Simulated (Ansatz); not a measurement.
The system is CsSnI3.

```
CELL_PARAMETERS angstrom
6.20570 0.00000 0.00000
0.00000 6.20570 0.00000
0.00000 0.00000 6.20570
ATOMIC_POSITIONS crystal
Cs 0.00000 0.00000 0.00000
I 0.50000 0.50000 0.00000
I 0.50000 0.00000 0.50000
I 0.00000 0.50000 0.50000
Sn 0.50000 0.50000 0.50000
```

| Quantity | Value |
| --- | --- |
| Program | Ansatz 0.2.0 |
| Task | relaxation of cell and atoms |
| Functional | RPBE |
| Potentials or basis | Ansatz PAW |
| Cutoff | 420 eV (not typed: the program's choice for these potentials) |
| k mesh | 4 × 4 × 4 |
| Occupations | fermi-dirac, width 0.05 eV |
| Spin | no spin polarisation |

At the start: volume 47.80 Å³/atom.

Question: Where does the relaxation end?

Answer: It ends after 5 steps and the volume is 53.66 Å³/atom (+12.3 %); space group Pm-3m (No. 221, to 0.05 Å).

Step by step:
```
step  energy change (eV)  largest force (eV/Å)  volume (Å³)
   1              0.0000                0.0000       238.99
   2             -0.1115                0.0000       252.03
   3             -0.1521                0.0000       265.20
   4             -0.1531                0.0000       268.30
   5             -0.1548                0.0000       268.30
```

Final structure:
```cif
data_structure
_symmetry_space_group_name_H-M 'P 1'
_symmetry_Int_Tables_number 1
_cell_length_a 6.4497
_cell_length_b 6.4497
_cell_length_c 6.4497
_cell_angle_alpha 90.000
_cell_angle_beta 90.000
_cell_angle_gamma 90.000
_cell_volume 268.30
loop_
_atom_site_label
_atom_site_type_symbol
_atom_site_fract_x
_atom_site_fract_y
_atom_site_fract_z
_atom_site_occupancy
Cs1 Cs 0.00000 0.00000 0.00000 1
I1 I 0.50000 0.50000 0.00000 1
I2 I 0.50000 0.00000 0.50000 1
I3 I 0.00000 0.50000 0.50000 1
Sn1 Sn 0.50000 0.50000 0.50000 1
```

Caveat: the plane-wave basis is chosen anew once the cell has moved, so the energies of steps on either side of that aren't comparable; the PAW data sets come from PBE, with cores solved anew for the run's functional, which leaves a small shift of forces and pressure.
